The volume change is the difference between the relaxed volume of a cell and its starting volume, as a percentage of the latter; a negative value means contraction. It was computed for cubic NiSi₂ by letting the cell relax from one common starting shape with five gradient-corrected density functionals. Each functional carried the D4 correction, which adds the long-range dispersion attraction between atoms that such functionals lack. The relaxed length a is the edge of the primitive cell, whose three edges are equal. All five calculations ended in the same cubic, metallic and nonmagnetic state, so no change of phase lies behind the differences.

GPAW 26.7.0, plane-wave PAW DFT with D4 dispersion and collinear spins: cell relaxations of cubic NiSi₂ (primitive cell, 3 atoms) with a 600 eV cutoff, a 9 × 9 × 9 k mesh and Fermi–Dirac smearing of 0.05 eV. Volume changes are relative to the common starting cell. Only the BLYP run had an external target pressure, 1 GPa.

```csv
functional,potentials,volume change (%),relaxed length a (Å)
PBE,GPAW-PAW-data-sets-(gpaw-data-1.2.1),0.000,3.823
PBEsol,PAW-data-sets-made-by gpaw-setup-for-the-functional,-1.650,3.801
revPBE,GPAW-PAW-data-sets-(gpaw-data-1.2.1),-1.800,3.800
RPBE,GPAW-PAW-data-sets-(gpaw-data-1.2.1),-2.160,3.795
BLYP,PAW-data-sets-made-by gpaw-setup-for-the-functional,-0.030,3.822
```

The suspicious result is the position of revPBE and RPBE. Without a dispersion correction, these two functionals are known to give larger solids than PBE. Here they give the smallest cells of the five, and the edge from RPBE is 0.028 Å shorter than that from PBE. An order turned upside down is a warning that can be read without any measured value, provided that the volumes refer to the same pressure.

Two of them do not quite do so. The BLYP cell was relaxed towards an external pressure of 1 GPa and stopped at 0.79 GPa, so its volume change of almost zero describes a slightly squeezed crystal. The PBE cell never moved, because its pressure of −0.22 GPa already lay within the tolerance of the relaxation. Its entry of zero therefore means "close enough to stop" and not exact agreement with the starting cell.

All five rows can be brought to zero pressure with Hooke's law for a volume. If $\Delta$ is the volume change in percent, $P$ the pressure left at the end and $B$ the stiffness against compression, the corrected change is

$$\Delta_0=\Delta+100\,\frac{P}{B}.$$

The stiffness follows from the three cells that really contracted, those of PBEsol, revPBE and RPBE, as the rise in pressure during relaxation divided by the relative loss of volume. The three values agree within about 2 %, and their mean is 155 GPa.

For BLYP, which had no part in that mean, the correction is $100\times0.79/155=0.51$ percentage points. Its volume change becomes $-0.03+0.51=+0.48$ %, which places BLYP above PBE instead of level with it. The estimate assumes that BLYP makes the crystal about as stiff as the other functionals do. The tiny contraction in the BLYP run itself points to roughly 140 GPa, which supports this, though so small a step gives only a rough value. An error of a fifth in the stiffness would shift the result by only about 0.1 percentage points.

The correction leaves the strange order intact: at zero pressure the RPBE cell is still about 1.9 percentage points below that of PBE. The pressures in the common starting cell say the same without any elastic model. They are −0.22 GPa for PBE and −3.22 GPa for RPBE, where a negative sign means that the cell wants to shrink. The reversal is thus present before the first relaxation step.

Its likely origin is a compensation that goes too far. In revPBE and RPBE the exchange energy responds more strongly than in PBE to steep changes of the electron density. This favours an uneven density, with charge gathered around the atoms and less of it between them, and so it weakens bonds and enlarges solids. A functional that binds too weakly needs more help from the dispersion correction, whose strength at short and medium range is adjusted for each functional, mainly on molecules.

The calculated D4 energies show how much more help is given. The correction amounts to −1.37 eV per cell with PBE but to −2.49 eV with revPBE and −2.82 eV with RPBE, about twice as much. The D4 energy follows from the kinds and positions of the atoms and from the parameters set for each functional. Since the three cells differ by only about 2 % in volume, nearly all of the difference comes from those parameters. The three functionals were also used with the same library of atomic data sets, so their volumes can be compared directly.

A pair of methane molecules shows where such a correction is at home. The molecules stay apart, their electron clouds hardly overlap, and the added attraction supplies something that the functional leaves out. In NiSi₂ the nearest atoms are only 2.341 Å apart and share electrons that the functional already treats, while the mobile electrons of the metal screen the attraction between more distant atoms. A correction that suits molecules can therefore pull too hard in a compact metal.

A rough estimate shows that the extra attraction could be large enough. Dispersion energy between distant atoms falls with the sixth power of their separation, hence with the square of the volume, and such an energy $E$ exerts a pressure of $2E/V$. The extra D4 energy of RPBE over PBE, spread over the cell volume $V$, then corresponds to an inward pull of the order of 10 GPa. The pressure difference actually found is 3 GPa. The estimate is probably too high, because D4 damps the attraction between close atoms, so that their energy changes little with distance and pulls less. The looser bonding of RPBE itself is expected to push the other way. The two effects can't be separated with the values at hand, so the estimate allows the explanation without proving it.

BLYP shows that the size of the correction does not decide the volume by itself. Its D4 energy is 94 % of that of RPBE, yet it gives the largest cell of the five once the pressure is taken into account. BLYP is known to make solids too large when used alone, and its correction may also pull less than its energy suggests, since the pull depends on how fast that energy changes with volume. Because BLYP was used with separately generated atomic data sets, its lead over PBE of about 0.6 percentage points is less certain than its wide distance from RPBE. The final volume is a balance between a functional that pushes outwards and a correction that pulls inwards, and a modest mismatch between the two is enough to change the order.

The same balance explains why a plausible volume is weak evidence for a sound method. PBEsol and revPBE end within 0.2 percentage points of each other, although the D4 energy of revPBE is about three times as large. PBEsol ends below PBE although its correction is the weaker of the two, which fits its known behaviour in solids, where its exchange responds weakly to density gradients; revPBE probably ends below PBE because of its correction. Since PBEsol was used with differently generated atomic data sets, the small gap that remains between them should not be interpreted.

What the numbers establish is the reversed order, its presence at the starting cell and the doubled D4 energy. That D4 causes the reversal is an argument from known behaviour, and without a measured volume in the table none of the five results can be named the most accurate. The missing test is small: compute the pressure of the starting cell with PBE and RPBE once more, with D4 switched off. If RPBE then has the higher pressure of the two, the correction is what turned the order around; if it still has the lower one, the cause must be sought elsewhere.
